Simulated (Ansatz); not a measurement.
## Zr3N4: 91Zr nuclear quadrupole resonance

Cell: a structure deposited in the COD.

Space group I-43d (No. 220); a = 6.7400 Å.

```
site  Wyckoff  site symmetry       x       y       z
  Zr      12a           -4..  0.3750  0.0000  0.2500
   N      16c            .3.  0.0630  0.0630  0.0630
```

One atom of each set is listed; the run and its k-mesh use a cell of 14 atoms with edges of 5.84, 5.84, 5.84 Å.

Computed with Ansatz: DFT, PBE, plane waves and PAW, scalar-relativistic, 420 eV cutoff, Γ-centred 6×6×6 k-points, Fermi–Dirac smearing 0.02 eV.

91Zr: I = 5/2, Q = -176.0 mb (year-2017 value). Static lattice, zero field.

Q: The simulated lines lie at 8.94, 17.9 MHz. What are |C_Q|, η and |V_zz| at Zr?

A: For I = 5/2 and η = 0 the lines are 3|C_Q|/20 and twice that; η pulls their ratio below 2. Here |C_Q| = 59.6 MHz, η = 0.00 and |V_zz| = 14.01 × 10²¹ V/m². The calculation gives V_zz positive; the lines don't show the sign. The site has 8 N at 2.19–2.49 Å.

An axis of threefold or higher order runs through Zr, so V_zz lies along it and η is zero.

The calculated pressure of 8 GPa (PBE) comes partly from the unrelaxed atoms: it is 4.2 GPa once they are relaxed in the same cell. The largest force is 0.3 eV/Å, so the atoms aren't at the calculated equilibrium and relaxing them would move these values. Without spin–orbit coupling (the program notes it for Zr) the gradients can shift somewhat, as the gap is small.
